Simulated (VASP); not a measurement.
A run of VASP 6.6.1 is set up as follows.

File INCAR:

```
  PREC = Normal
  ENCUT = 520
  EDIFF = 1E-4
  ISMEAR = 0
  SIGMA = 0.15
  LREAL = False
  LASPH = True
  NELM = 60
  ALGO = Fast
  ISIF = 3
  LWAVE = False
  LCHARG = False
  GGA = PE
  IBRION = 2
  NSW = 24
  EDIFFG = -0.08
```

KPOINTS

```
regular mesh
0
Gamma
  6 6 3
```

POSCAR

```
W2C3
1.0
    3.5721770800      0.0000000000      0.0000000000
   -1.7860885400      3.0935961000      0.0000000000
    0.0000000000      0.0000000000      5.7053869100
W C
2 3
Direct
    0.6666666700      0.3333333300      0.7501769700
    0.3333333300      0.6666666700      0.2498230300
    0.6666666700      0.3333333300      0.3540847900
    0.3333333300      0.6666666700      0.6459152100
    0.0000000000      0.0000000000      0.0000000000
```

Potentials or basis: VASP PAW PBE potentials, release 64 (W_sv, C).

Run with:

```console
$ cat potpaw_PBE.64/W_sv/POTCAR potpaw_PBE.64/C/POTCAR > POTCAR
$ mpirun -np 1 vasp_std > vasp.out
```

Question: What does it give for the band gap on the k mesh?

Answer: None (metal or under the smearing width).

Question: Estimate the relaxed cell.

Answer: a = 2.934 Å, b = 2.934 Å, c = 6.428 Å, α = 90.00°, β = 90.00°, γ = 120.00°.

Final structure:
```
W C
1.0
     2.93361    0.00000    0.00000
    -1.46681    2.54058    0.00000
     0.00000    0.00000    6.42810
W C
2 3
Direct
  0.66667 0.33333 0.78363
  0.33333 0.66667 0.21637
  0.66667 0.33333 0.45202
  0.33333 0.66667 0.54798
  0.00000 0.00000 0.00000
```

Caveat: the k mesh is coarse (spacing up to 0.37 Å⁻¹), so the values aren't converged. The run has no spin-orbit coupling, so splittings on W are missing.
